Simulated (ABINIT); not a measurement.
Wanted: the native input for an ABINIT 10.8.3 (patched build) run.

| Quantity | Value |
| --- | --- |
| Task | single point |
| Functional | PBE |
| Potentials or basis | PseudoDojo NC SR PBE v0.5 standard |
| Cutoff | 1034 eV |
| k mesh | 11 × 11 × 16 |
| Occupations | fermi-dirac, width 0.05 eV |
| Spin | no spin polarisation |

B:

```
B
1.0
     2.34611    0.00000    0.00000
     0.00000    2.34611    0.00000
     0.00000    0.00000    1.58579
B
1
Direct
  0.50000 0.50000 0.50000
```

The cell was built by a generator and needn't be a form met in nature.

The input as run:

run.abi

```
# Pseudopotentials
pp_dirpath "./"
pseudos "B.upf"

# Structure
acell 2.34611 2.34611 1.58579 Angstrom
rprim
     1.0000000000     0.0000000000     0.0000000000
     0.0000000000     1.0000000000     0.0000000000
     0.0000000000     0.0000000000     1.0000000000
ntypat 1
znucl 5
natom 1
typat 1
xred
     0.5000000000     0.5000000000     0.5000000000

# Plane-wave basis
ecut 38.0

# k points
kptopt 1
ngkpt 11 11 16
nshiftk 1
shiftk 0.0 0.0 0.0

# Exchange and correlation
ixc 11

# Bands and occupations
nband 6
occopt 3
tsmear 0.05 eV

# SCF cycle
nstep 100
tolvrs 1.0e-10

# Output
iomode 3
prtwf 0
prtden 0
prteig 0
prtebands 0
enunit 1
```

Potentials or basis: PseudoDojo NC SR PBE v0.5 standard.

The run is started by

```console
$ abinit run.abi > log 2>&1
```

It gave:

- Pressure: -0.5 GPa
- Band gap on the k mesh: none (metal or under the smearing width)
- Valence electrons inside the program's atomic spheres: B 2.58 (radii [1.0584] Å)

It took 9.7 s on 1 thread of Arm Neoverse V2, with other jobs on the host, peak memory 0.06 GiB.
